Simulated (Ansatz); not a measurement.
Start from BeO in the wurtzite structure (space group P6_3mc, No. 186; a = 2.712 Å, c = 4.405 Å).

Method: Kohn–Sham DFT with the PBE functional, run in Ansatz (an electronic-structure program) with PAW and 420 eV plane waves, spin-orbit coupling left out.

Before the change:

The electron mass is 0.53 mₑ along c, 0.60 mₑ across (at Γ).

Perturbation: the cell is scaled by 0.9909 in all directions; the atoms relax in the strained cell.

### Question
How does this affect the electron mass?

### Answer
The electron mass goes from 0.53 mₑ along c, 0.60 mₑ across (at Γ) to 0.55 mₑ along c, 0.63 mₑ across (at Γ).

### Question
What happens to the mean gap deformation potential ΔEg/Δln V?

### Answer
The mean gap deformation potential ΔEg/Δln V amounts to -10.4 eV.

Effective masses come from finite differences of ±0.01 Å⁻¹. Whether these cells are dynamically stable was not tested.
